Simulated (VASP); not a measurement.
Wanted: the native input for a VASP 6.6.1 run.

| Item | Value |
| --- | --- |
| Task | relaxation of cell and atoms |
| Functional | RPBE |
| Dispersion | D3(BJ) |
| Potentials or basis | VASP PAW PBE potentials, release 64 (Si) |
| Cutoff | 600 eV |
| k mesh | 8 × 8 × 8 |
| Occupations | fermi-dirac, width 0.05 eV |
| Spin | no spin polarisation |
| Further INCAR settings | ALGO = Fast; EDIFF = 1e-06; IBRION = 2; EDIFFG = -0.01; NSW = 40; ISIF = 3 |

The structure of Si lies in POSCAR:

```
Si
1.0
    0.0000000000      2.7218511865      2.7218511865
    2.7218511865      0.0000000000      2.7218511865
    2.7218511865      2.7218511865      0.0000000000
Si
2
Direct
    0.5000000000      0.5000000000      0.5000000000
    0.7500000000      0.7500000000      0.7500000000
```

These files were run (other wordings do the same):

INCAR

```
PREC = Accurate ; ENCUT = 600
EDIFF = 1E-6 ; ISMEAR = -1
SIGMA = 0.05 ; LREAL = F
LASPH = T ; NELM = 80
ALGO = Fast ; ISIF = 3
LWAVE = F ; LCHARG = F
GGA = RP ; IVDW = 12
IBRION = 2 ; NSW = 40
EDIFFG = -0.01
```

KPOINTS

```
regular mesh
0
Gamma
  8 8 8
```

Potentials or basis: VASP PAW PBE potentials, release 64 (Si).

Run with:

```sh
$ cat potpaw_PBE.64/Si/POTCAR > POTCAR
$ mpirun -np 1 vasp_std > vasp.out
```

It gave:

```yaml
Relaxed_volume: 18.53 Å³/atom
Relaxed_cell: a = 3.742 Å, b = 3.742 Å, c = 3.742 Å, α = 60.00°, β = 60.00°, γ = 60.00°
Space_group_after_relaxing_to_0.05_Å: Fd-3m (No. 227)
Energy_gained_by_relaxing: 38.9 meV/atom
Ionic_steps: 3
Pressure_after_relaxing: 0.0 GPa
Band_gap_on_the_k_mesh: 0.52 eV, indirect (least direct gap 2.60 eV)
Dispersion_energy_per_atom: -1.300 eV
```

Caveat: the PAW data sets were made with another functional, which shifts forces and pressure a little.

Wall time 18 s on 1 thread of Intel(R) Xeon(R) Platinum 8488C (Sapphire Rapids), on a shared host, peak memory 0.18 GiB.
